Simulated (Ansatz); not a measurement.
Mo: zone-centre modes

Computed with DFT PBE, scalar-relativistic, plane waves, PAW (Ansatz). The runs took a 420 eV cutoff, a Γ-centred 24×24×14 mesh and Gaussian smearing (0.15 eV). No spin polarisation.

The undisturbed cell (relaxed at this level):

```
Mo
1.0
    -1.58022    1.58022    1.58022
     1.58022   -1.58022    1.58022
     3.16044    3.16044    0.00000
Mo
2
Direct
  0.00000 0.00000 0.00000
  0.50000 0.50000 0.50000
```

Harmonic modes by finite displacements of 0.02 Å, without the LO–TO term. The cell doubles the primitive one, so its zone centre also holds the primitive cell's point q = (0, 0, 1/2).

Question: At this geometry, is the structure stable against these modes?

Answer: Yes: no mode is imaginary beyond 10 cm⁻¹, and only the three translations lie near zero.

Question: List the wavenumbers in cm⁻¹.

Answer: 0, 0, 0, 133, 192, 260.

Cost: 1 run of about 10 core-minutes, on Arm Neoverse V1 (shared hosts).